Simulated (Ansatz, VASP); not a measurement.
## Two plane-wave programs on SnTe

The input INCAR:

```
PREC = Accurate ; ENCUT = 520
EDIFF = 1E-6 ; ISMEAR = 1
SIGMA = 0.02 ; LREAL = F
LASPH = T ; NELM = 100
ALGO = Normal ; ISIF = 2
LWAVE = F ; LCHARG = T
GGA = PE ; LELF = T
LVHAR = T ; NBANDS = 17
```

The input KPOINTS:

```
Automatic mesh
0
Gamma
  6 6 6
```

The input POSCAR:

```
SnTe
1.0
    0.0000000000      3.1508500000      3.1508500000
    3.1508500000      0.0000000000      3.1508500000
    3.1508500000      3.1508500000      0.0000000000
Sn Te
1 1
Direct
    0.0000000000      0.0000000000      0.0000000000
    0.5000000000      0.5000000000      0.5000000000
```

Input for Ansatz:

```yaml
crystal:
  lattice:
    - [0.0, 3.15085, 3.15085]
    - [3.15085, 0.0, 3.15085]
    - [3.15085, 3.15085, 0.0]
  atoms:
    - { symbol: Sn, position: [0.0, 0.0, 0.0] }
    - { symbol: Te, position: [0.5, 0.5, 0.5] }
kpoints:
  mp_grid:
    grid: [6, 6, 6]
hamiltonian:
  xc: pbe
  pseudopotentials:
    kind: paw
scf:
  occupations:
    method: methfessel_paxton
    width: 0.02
output:
  stress: true
```

Alike in both runs: task single point; functional PBE; k mesh 6 × 6 × 6; occupations methfessel-paxton of order 1, width 0.02 eV; no spin polarisation.

|  | VASP | Ansatz |
| --- | --- | --- |
| version | VASP 6.6.1 | Ansatz 0.2.0 |
| potentials or method | VASP PAW PBE potentials, release 64 (Sn_d, Te) | plane waves, PAW |
| plane-wave cutoff (eV) | 520 | 420 |
| valence electrons in the cell | 20 | 30 |

|  | VASP | Ansatz | Ansatz less VASP |
| --- | --- | --- | --- |
| pressure (GPa) | 2.2 | 2.2 | +0.04 |

The two sets of potentials don't hold the same shells in valence.
